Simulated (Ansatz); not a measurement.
# Sn on Mg(0001), bridge start, 2x2 cell: photoemission fingerprints, part 5 of 5

What would XPS and UPS show for Sn on Mg(0001), bridge start, 2x2 cell?

Ansatz 0.2.0; DFT, PBE, plane-wave PAW, default files, scalar-relativistic (the session's first sound run).

So far, work function, upper face (eV): step 2 (the clean face, PBE) 3.76; step 3 (relaxation, PBE) 4.36; step 4 (bands by layer, PBE) 4.36; step 5 (with spin–orbit coupling, PBE spin-orbit) 4.36; step 6 (core levels by total-energy differences, PBE) 4.36.

### 7. Density and potential on the grid

The density, the localisation function and the potential are written on the grid, to look at the bonding.

input.yaml reads:

```yaml
crystal:
  lattice:
    - [6.38, 0.0, 0.0]
    - [3.19, 5.5252420761, 0.0]
    - [0.0, 0.0, 24.835]
  atoms:
    - { symbol: Sn, position: [0.284047308, -0.0680645041, 0.7027813266] }
    - { symbol: Mg, position: [-0.0022679625, -0.0238109948, 0.6100574603] }
    - { symbol: Mg, position: [0.5260656012, -0.0237964106, 0.610052941] }
    - { symbol: Mg, position: [0.0252657581, 0.4494563653, 0.6308813526] }
    - { symbol: Mg, position: [0.500614032, 0.4987765395, 0.6243384247] }
    - { symbol: Mg, position: [0.830830252, 0.3363956497, 0.5134649938] }
    - { symbol: Mg, position: [0.3327756785, 0.336391851, 0.5134639744] }
    - { symbol: Mg, position: [0.8377758266, 0.824464045, 0.5089602593] }
    - { symbol: Mg, position: [0.3342431969, 0.8315109046, 0.5088725888] }
    - { symbol: Mg, position: [0.0, 0.0, 0.406482786] }
    - { symbol: Mg, position: [0.5, 0.0, 0.406482786] }
    - { symbol: Mg, position: [0.0, 0.5, 0.406482786] }
    - { symbol: Mg, position: [0.5, 0.5, 0.406482786] }
    - { symbol: Mg, position: [0.833333333, 0.333333333, 0.301993155] }
    - { symbol: Mg, position: [0.333333333, 0.333333333, 0.301993155] }
    - { symbol: Mg, position: [0.833333333, 0.833333333, 0.301993155] }
    - { symbol: Mg, position: [0.333333333, 0.833333333, 0.301993155] }
kpoints:
  mp_grid: { grid: [6, 6, 1] }
scf:
  occupations: { method: fermi_dirac, width: 0.05 }
  n_extra_bands: 14
hamiltonian:
  xc: pbe
  pseudopotentials: { kind: paw }
output:
  forces: true
  write_density: true
  write_potential: true
  elf: true
  volumetric_format: npy
efield:
  axis: 3
  dipole_correction: true
```

On the command line:

```console
$ ansatz run input.yaml --threads 8 --pin off --max-ram 20480MiB --backend cpu --events-out ev --progress --plain --runs-dir out
```

Numbers of over 12 decimals in the logs are rounded to 6 here.

Log:

```text
[...]
Crystal: 17 atoms, lattice volume = 875.460 Å³
Basis set: ecut = 420 eV, 17255 PW (Γ), exchange–correlation on 90×90×360 points (8 copies of the dense FFT grid, shifted against one another)
Bands: 101, of which v1, the nominal top of the filled ones, is band 87 counted from 1 (86 counted from 0)
Symmetry: 1 space group operations
[...]
k-points: 20 of 36 (time reversal used)
[...]
SCF iter   1: F=—  HF=-36802.334101 eV  |F-HF|=—  |Δ(HF+E_count)|=         —  Δρ=1.95e-3  dr2=1.58e0  ethr=1.77e-3  p=-0.148 e·Å  D=-3.05e-2 V/Å  ΔV_dip=0.76 eV  dr2_dipole=9.94e-1  V_vac-E_F(+/−)=4.50/3.74 eV  ⟨swp⟩=12.9  Hψ=10307  notcnv=0  defer=18
[...]
SCF iter   7: F=-36802.281633 eV  HF=-36802.281633 eV  |F-HF|=1.23e-8  |Δ(HF+E_count)|=   2.24e-7  Δρ=1.24e-6  dr2=2.36e-8  ethr=5.75e-11  p=-0.116 e·Å  D=-2.39e-2 V/Å  ΔV_dip=0.59 eV  dr2_dipole=5.03e-10  V_vac-E_F(+/−)=4.36/3.76 eV  ⟨swp⟩=22.9  Hψ=14583  notcnv=0
SCF 1 converged in 7 iterations: F = -36802.281633 eV  dr2 = 2.36e-8
[...]
SCF converged after 7 iterations
Free energy (F): -36802.281633 eV
[...]
Internal energy: -36802.213820 eV  (E = F + TS)
E sigma→0 (E₀):  -36802.247726 eV
Entropy (-TS):   -0.067813 eV (-3.989 meV/atom)
Fermi energy:    0.485958 eV
Dipole field:    D = -0.023889 V/Å  (p = -0.115577 e·Å, saw-weighted, corrected)
Work function:   Φ+ = 4.3577 eV   Φ− = 3.7643 eV
[...]
--- Forces (eV/Å), atoms counted from 1 ---
  atom   1  Sn    -0.00003466     0.00288044    -0.00452797
  atom   2  Mg     0.00104877    -0.00076284     0.00104035
  atom   3  Mg    -0.00095788    -0.00088965     0.00105477
  atom   4  Mg     0.00005149    -0.00146535     0.00139086
  atom   5  Mg    -0.00006849    -0.00225996    -0.00136684
  atom   6  Mg     0.00009632    -0.00076444    -0.00016640
  atom   7  Mg    -0.00007178    -0.00069076    -0.00021108
  atom   8  Mg    -0.00012261     0.00331057     0.00109205
  atom   9  Mg     0.00004041     0.00038565     0.00105905
  atom  10  Mg    -0.06929857     0.06957058     0.00978678
  atom  11  Mg     0.06931533     0.06954448     0.00979549
  atom  12  Mg    -0.00000225    -0.03940879     0.06899181
  atom  13  Mg     0.00000101    -0.11076136     0.07251896
  atom  14  Mg    -0.00103591     0.02227181    -0.02511139
  atom  15  Mg     0.00103775     0.02227715    -0.02510973
  atom  16  Mg     0.00000578    -0.01086788    -0.04145545
  atom  17  Mg    -0.00000545    -0.02236746    -0.06882460
  max |Σ_I F_I| component: 4.33e-5 eV/Å
--- Band table (eV; the first three rows and the last of 20) ---
  k-point 0: bands = [... 83 lower, -0.5903, -0.5160, -0.4960, -0.2834, -0.0542, 0.0324, 0.4771, 0.7680, ... 10 higher]
  k-point 1: bands = [... 83 lower, -0.3488, -0.2529, -0.2153, 0.0553, 0.1890, 0.3778, 0.7510, 0.9965, ... 10 higher]
  k-point 2: bands = [... 83 lower, -0.4091, 0.0139, 0.4615, 0.5780, 0.7653, 0.8285, 1.3867, 1.5260, ... 10 higher]
  k-point 19: bands = [... 83 lower, -0.5671, 0.1396, 0.4110, 0.5686, 0.9198, 1.6017, 1.7371, 2.1217, ... 10 higher]
```

Wall time 25 s (8 threads of Arm Neoverse V2, shared host); peak memory 3.8 GiB; 3.3 min of CPU time.

ELF in the ca plane at fractional y = 0.000, with atoms of Mg within 0.2 Å of it. It is the smooth field of the valence electrons, not physical close to the nuclei.

Values, 9 rows by 16 columns, each cell a mean:
```
0.32 0.29 0.22 0.56 0.62 0.41 0.30 0.20 0.40 0.29 0.19 0.06 0.01 0.00 0.00 0.00
0.47 0.30 0.43 0.34 0.21 0.55 0.30 0.33 0.22 0.05 0.01 0.00 0.00 0.00 0.00 0.00
0.48 0.41 0.49 0.29 0.14 0.56 0.42 0.41 0.20 0.03 0.01 0.00 0.00 0.00 0.00 0.00
0.35 0.24 0.23 0.53 0.55 0.44 0.25 0.18 0.35 0.22 0.13 0.03 0.00 0.00 0.00 0.00
0.29 0.34 0.23 0.59 0.70 0.39 0.33 0.25 0.52 0.52 0.51 0.20 0.03 0.00 0.00 0.00
0.37 0.18 0.27 0.45 0.42 0.47 0.16 0.34 0.36 0.39 0.68 0.42 0.06 0.00 0.00 0.00
0.45 0.52 0.54 0.23 0.09 0.43 0.45 0.47 0.20 0.20 0.66 0.51 0.09 0.01 0.00 0.00
0.41 0.19 0.34 0.38 0.31 0.47 0.20 0.39 0.31 0.34 0.68 0.45 0.07 0.00 0.00 0.00
0.29 0.33 0.22 0.58 0.68 0.40 0.30 0.25 0.51 0.52 0.58 0.25 0.03 0.00 0.00 0.00
```
Columns run along c (16.0 Å, from fractional 0.34 to 0.99 of the cell), rows up along a (6.4 Å). Atoms in or near the plane, at fractional coordinates: Mg at (0.61, 0.00), Mg at (0.61, 0.53), Mg at (0.41, 0.00), Mg at (0.41, 0.50).

Electrostatic potential energy in the ca plane at fractional y = 0.000, with atoms of Mg within 0.2 Å of it. With pseudopotentials it is smooth inside the atoms' cores, unlike the true potential.

Ten even steps from '0' (-51 eV) to '9' (5 eV), each cell a mean:
```
98610068999999986000589999999999999999999999
99864578999999987534789999999999999999999999
99988889998889998878899999999999999999999999
99999999998888999989999999999999999999999999
99999999998888999989999999999999999999999999
99988889998889998878899999999999999999999999
99864578999999987534789999999999999999999999
98610068999999986000589999999999999999999999
98500058999999986000589999999999999999999999
98731378999999987534788888899999999999999999
99877789999889998878888666689999999999999999
99998999998888999999986688679999999999999999
99999999988788999999986799769999999999999999
99998899998888999999986688679999999999999999
99876789999899998878888666689999999999999999
98731278999999987524789888899999999999999999
98500058999999986000589999999999999999999999
```
Columns run along c (16.0 Å, from fractional 0.34 to 0.99 of the cell; values clipped at the 3rd and 97th percentile), rows up along a (6.4 Å). Atoms in or near the plane, at fractional coordinates: Mg at (0.61, 0.00), Mg at (0.61, 0.53), Mg at (0.41, 0.00), Mg at (0.41, 0.50).

Valence density in the ca plane at fractional y = 0.000, with atoms of Mg within 0.2 Å of it. It is the smooth field of the valence electrons, not physical close to the nuclei.

Ten steps, logarithmic in the rise over the least value, from '0' (0 e/Å³) to '9' (25 e/Å³), each cell a mean:
```
00268720000000002797300000000000000000000000
00024210000000001353100000000000000000000000
00000000000000000010000000000000000000000000
00000000000000000000000000000000000000000000
00000000000000000000000000000000000000000000
00000000000000000010000000000000000000000000
00024310000000001354100000000000000000000000
00269720000000002797300000000000000000000000
00279830000000002797300000000000000000000000
00146510000000001353111111100000000000000000
00011100000000000011111233210000000000000000
00000000000000000000112466421000000000000000
00000000000000000000112577521000000000000000
00000000000000000000112465421000000000000000
00011100000000000011111233210000000000000000
00157510000000001354111111100000000000000000
00279830000000002797300000000000000000000000
```
Columns run along c (16.0 Å, from fractional 0.34 to 0.99 of the cell), rows up along a (6.4 Å). Atoms in or near the plane, at fractional coordinates: Mg at (0.61, 0.00), Mg at (0.61, 0.53), Mg at (0.41, 0.00), Mg at (0.41, 0.50).

### 8. Other settings: scf.mixing.algorithm = "broyden" and scf.mixing.beta = 0.9

This step: DFT, PBE, plane-wave PAW, default files, scalar-relativistic; changed: scf.mixing.algorithm = "broyden", scf.mixing.beta = 0.9 (Ansatz 0.2.0).

Some settings are changed to see whether the read-outs move.

Changes to input.yaml since step 7:

```diff
@@ -27,3 +27,4 @@
   occupations: { method: fermi_dirac, width: 0.05 }
-  n_extra_bands: 14
+  n_extra_bands: 25
+  mixing: { algorithm: broyden, beta: 0.9 }
 hamiltonian:
@@ -33,6 +34,15 @@
   forces: true
-  write_density: true
   write_potential: true
-  elf: true
-  volumetric_format: npy
+  volumetric_format: []
+  dos:
+    projected:
+      site_lists:
+        adsorbate: [0]
+        layer_1: [1, 2, 3, 4]
+        layer_2: [5, 6, 7, 8]
+        layer_3: [9, 10, 11, 12]
+        other_layers: [13, 14, 15, 16]
+    de: 0.05
+    e_range: [-30, 12]
+    method: { smearing: { sigma: 0.15, scheme: gaussian } }
 efield:
```

Log:

```text
[...]
Crystal: 17 atoms, lattice volume = 875.460 Å³
Basis set: ecut = 420 eV, 17255 PW (Γ), exchange–correlation on 90×90×360 points (8 copies of the dense FFT grid, shifted against one another)
Bands: 112, of which v1, the nominal top of the filled ones, is band 87 counted from 1 (86 counted from 0)
Symmetry: 1 space group operations
[...]
k-points: 20 of 36 (time reversal used)
[...]
SCF iter   1: F=—  HF=-36802.333579 eV  |F-HF|=—  |Δ(HF+E_count)|=         —  Δρ=1.94e-3  dr2=1.56e0  ethr=1.77e-3  p=-0.148 e·Å  D=-3.05e-2 V/Å  ΔV_dip=0.76 eV  dr2_dipole=9.87e-1  V_vac-E_F(+/−)=4.50/3.74 eV  ⟨swp⟩=11.8  Hψ=11509  notcnv=0  defer=172
[...]
SCF iter   7: F=-36802.281633 eV  HF=-36802.281633 eV  |F-HF|=1.41e-8  |Δ(HF+E_count)|=   1.31e-7  Δρ=1.19e-6  dr2=1.84e-8  ethr=5.75e-11  p=-0.116 e·Å  D=-2.39e-2 V/Å  ΔV_dip=0.59 eV  dr2_dipole=1.40e-10  V_vac-E_F(+/−)=4.36/3.76 eV  ⟨swp⟩=25.9  Hψ=17185  notcnv=0
SCF 1 converged in 7 iterations: F = -36802.281633 eV  dr2 = 1.84e-8
[...]
SCF converged after 7 iterations
Stability not checked: this state was not tested for a lower state beside it, because the mixer in use, unlike msr1, does not test its closes by its own steps (another_mixer; see scf.mixing.algorithm and scf.lower_state_search)
Free energy (F): -36802.281633 eV
[...]
Internal energy: -36802.213820 eV  (E = F + TS)
E sigma→0 (E₀):  -36802.247726 eV
Entropy (-TS):   -0.067813 eV (-3.989 meV/atom)
Fermi energy:    0.485966 eV
Dipole field:    D = -0.023898 V/Å  (p = -0.115619 e·Å, saw-weighted, corrected)
Work function:   Φ+ = 4.3578 eV   Φ− = 3.7643 eV
[...]
--- Forces (eV/Å), atoms counted from 1 ---
  atom   1  Sn    -0.00003499     0.00288106    -0.00452981
  atom   2  Mg     0.00103880    -0.00076202     0.00104025
  atom   3  Mg    -0.00094778    -0.00088911     0.00105476
  atom   4  Mg     0.00005125    -0.00146197     0.00139526
  atom   5  Mg    -0.00006830    -0.00226482    -0.00136407
  atom   6  Mg     0.00009158    -0.00076615    -0.00016772
  atom   7  Mg    -0.00006695    -0.00069212    -0.00021273
  atom   8  Mg    -0.00012237     0.00331568     0.00109179
  atom   9  Mg     0.00004014     0.00038466     0.00105401
  atom  10  Mg    -0.06930076     0.06957061     0.00978663
  atom  11  Mg     0.06931750     0.06954490     0.00979534
  atom  12  Mg    -0.00000200    -0.03940797     0.06898790
  atom  13  Mg     0.00000071    -0.11076280     0.07251705
  atom  14  Mg    -0.00103720     0.02227314    -0.02510720
  atom  15  Mg     0.00103907     0.02227869    -0.02510538
  atom  16  Mg     0.00000593    -0.01086867    -0.04145089
  atom  17  Mg    -0.00000561    -0.02236978    -0.06882356
  max |Σ_I F_I| component: 3.84e-5 eV/Å
--- Band table (eV; the first three rows and the last of 20) ---
  k-point 0: bands = [... 83 lower, -0.5903, -0.5160, -0.4960, -0.2834, -0.0542, 0.0324, 0.4771, 0.7680, ... 21 higher]
  k-point 1: bands = [... 83 lower, -0.3488, -0.2529, -0.2153, 0.0553, 0.1890, 0.3778, 0.7511, 0.9965, ... 21 higher]
  k-point 2: bands = [... 83 lower, -0.4091, 0.0139, 0.4615, 0.5780, 0.7653, 0.8285, 1.3867, 1.5260, ... 21 higher]
  k-point 19: bands = [... 83 lower, -0.5671, 0.1396, 0.4110, 0.5686, 0.9198, 1.6017, 1.7371, 2.1217, ... 21 higher]
```

Run time: 29 s. Hardware: 8 threads; peak memory 4.1 GiB.

Numbers from this step:

```
share of occupied states in no projected shell : 0.1766 of the occupied states in the window
```

The DOS has structure finer than the step of the table below, so its rows give means over 1 eV, whole bins alone (the curve runs from -23.0 to 4.22 eV). Peaks (eV: height): total -21.0: 36.1, -7.0: 5.76, -0.9: 10.0, 1.2: 12.3; Mg 3s -4.0: 7.02, -2.9: 5.72, -2.2: 5.31, -1.8: 6.16; Mg 3p* -0.1: 5.73, 1.2: 8.26, 1.7: 9.00, 2.3: 8.82; Sn 5p -1.9: 1.06, -0.4: 2.18, 0.4: 1.37, 1.3: 1.22; Sn 5s -7.0: 3.99.

* holds the states left over by the projection beside any projected weight of its own. DOS against E, zero at the Fermi level; means over each step; values in states/eV/cell:

```csv
E (eV),total,Mg 3s,Mg 3p*,Sn 5p,Sn 5s,Sn 4d
-22,5.9e-5,0,0,0,0,5.8e-5
-21,10.00,0.00237,0,1.2e-4,8.8e-6,10.00
-20,5.6e-4,0,0,0,0,5.6e-4
-19,0,0,0,0,0,0
-18,0,0,0,0,0,0
-17,0,0,0,0,0,0
-16,0,0,0,0,0,0
-15,0,0,0,0,0,0
-14,0,0,0,0,0,0
-13,0,0,0,0,0,0
-12,0,0,0,0,0,0
-11,0,0,0,0,0,0
-10,0,0,0,0,0,0
-9,0,0,0,0,0,0
-8,1.5e-4,6.1e-5,0,3.9e-6,8.7e-5,0
-7,2.07,0.619,0.00979,0.0519,1.38,1.3e-4
-6,1.67,1.57,0.0114,7.1e-4,0.0846,0
-5,3.26,3.06,0.0589,0.0124,0.126,1.1e-4
-4,4.43,4.01,0.219,0.0674,0.137,2.7e-4
-3,5.14,4.33,0.516,0.202,0.0869,4.2e-4
-2,6.84,4.81,1.32,0.615,0.0897,4.9e-4
-1,8.04,3.28,3.35,1.38,0.0323,3.1e-4
0,8.66,2.12,5.09,1.44,0.00863,1.5e-4
1,8.25,2.24,5.19,0.815,0.00448,1.4e-4
2,9.80,1.64,7.71,0.445,0.00669,1.3e-4
3,10.1,1.14,8.53,0.368,0.00909,1.4e-4
```

Simulated valence spectra by photon energy, shown to 13 eV, since a deeper line would dwarf them at some energies; the 100 % can be that line's tail at the edge; this run's widths, added to any smearing of the DOS itself: Gaussian 0.35 eV, Lorentzian 0.05 eV plus 0.08 an eV of depth. The intensity by binding energy, zero at the Fermi level; values in % of the maximum within 13 eV:

```csv
binding energy (eV),21.2 eV,100 eV,1486.7 eV,8047.8 eV,9251.7 eV
-1.0,1.20,4.11,3.86,1.46,1.33
-0.5,2.69,5.81,5.54,2.45,2.25
0.0,46.6,50.3,47.6,27.7,25.6
0.5,98.5,88.5,93.6,57.4,53.0
1.0,88.6,93.5,99.6,59.5,55.0
1.5,58.4,76.3,82.6,48.6,45.1
2.0,52.7,85.6,87.9,51.9,48.4
2.5,33.9,70.8,70.5,40.6,38.0
3.0,27.6,68.4,66.7,38.0,35.5
3.5,20.5,59.7,58.0,34.3,32.3
4.0,19.2,62.8,61.9,37.6,35.6
4.5,12.4,44.0,45.1,27.4,25.9
5.0,10.7,41.6,44.2,28.1,26.8
5.5,7.85,35.9,39.2,27.0,25.9
6.0,5.40,32.7,34.9,27.1,26.4
6.5,5.29,57.9,55.5,55.3,55.0
7.0,6.81,97.8,89.4,97.6,97.6
7.5,2.82,41.4,37.7,37.3,37.2
8.0,1.07,18.0,16.4,12.3,12.1
8.5,0.602,12.8,11.6,6.36,6.16
9.0,0.410,11.3,10.2,4.22,4.01
9.5,0.306,11.0,9.81,3.25,3.02
10.0,0.241,11.2,9.97,2.76,2.50
10.5,0.197,11.8,10.4,2.50,2.23
11.0,0.165,12.6,11.2,2.39,2.10
11.5,-,13.7,12.1,2.38,2.05
12.0,-,15.0,13.3,2.44,2.08
12.5,-,16.7,14.7,2.57,2.16
```

Spectra as before, but with a recipe of its own (widths, and in some runs the light), which changes peak heights and what is resolved: Gaussian 0.35 eV, Lorentzian 0.05 eV plus 0.08 times the binding energy, unpolarised light, analyser at 60°, emission 60° from the normal, Fermi edge at 20 K; some photon energies differ too.

The two runs compared:

```csv
quantity,this run,base run,difference
"work function, lower face (eV)",3.764,3.7641,-1.0e-4
```

The work function move by 0.00 eV at most against the base run, and the converged energy is the same to the last digits.

### 9. Summary of results

```
work function                                                   : 4.36 eV (other face 3.76 eV)
change from the clean face                                      : +0.60 eV
Mg core shifts among the listed atoms, from the last listed one : -0.04 to +0.42 eV
```

**Reading.** The Fermi level of Sn on Mg(0001), bridge start, 2x2 cell lies 4.36 eV (other face 3.76 eV) below the vacuum, a change of +0.60 eV from the clean face. The sign fits the charge transfer: Sn is more electronegative than the metal and draws charge outwards, a dipole that raises the barrier. No level with weight over 0.3 between −3.0 and 3.0 eV at the labelled points has over 60 % of its weight in the top region and under 6 % in the middle, the test used here for a surface state; levels near these limits can still be surface states of a thicker slab. After relaxation Sn1 stands 2.08 Å above the top layer, bonded to 4 Mg atoms at 2.86 to 3.37 Å. The bare lower face differs from the lower face of the clean 1×1 slab by 0.00 eV, a measure of the error from mesh and slab. Core shifts: Mg -0.04 to +0.42 eV. Among the sites run, the most bound Mg 2p level is that of Mg4 (layer 1), bonded to 8 Mg and 1 Sn; the least bound, 0.46 eV shallower, that of Mg3 (layer 1), bonded to 9 Mg and 1 Sn. At 21.2 eV the valence spectrum has its highest listed peaks within 10.8 eV at 0.5 eV (Sn 5p), 0.8 eV (Sn 5p), 1.8 eV (Sn 5p) and 4.0 eV (Mg 3s). At 1486.7 eV the valence spectrum has its highest listed peaks within 13 eV at 1.0 eV (mixed, Sn 5p leading), 1.9 eV (Mg 3s), 2.9 eV (Mg 3s), 4.0 eV (Mg 3s) and 7.0 eV (Sn 5s), and the deeper Sn 4d line at 21.0 eV is higher still (without the spin–orbit splitting that a measurement shows). The shell named is the one with most of the intensity, cross sections included, not always the one with most states there. In the main run, from 1486.7 eV towards hard X-rays the Sn 5s share grows by 22 points, as its cross section falls more slowly with photon energy than those of the shells it gains on. With spin-orbit coupling on, the work function stays within 0.02 eV. Semilocal functionals put filled localised shells such as Sn 4d too near the top of the filled states. The slab's own atoms span 8.2 Å, so bulk bands appear as a few quantum-well levels, and states of the two faces can mix.

[Logs are printed without paths, hosts, clocks, repeated set-up lines and the standing remarks that a program may print on its own settings, such as how far it seeks lower states.]

[Hosts, paths, dates, database ids (printed as entryN), source tags and the programs' standing remarks are cut or masked in the printed files.]

[Maps of the electrostatic potential energy from Ansatz leave out the sawtooth potential of an applied field or a dipole correction, so their vacuum need not be flat; work functions include it.]
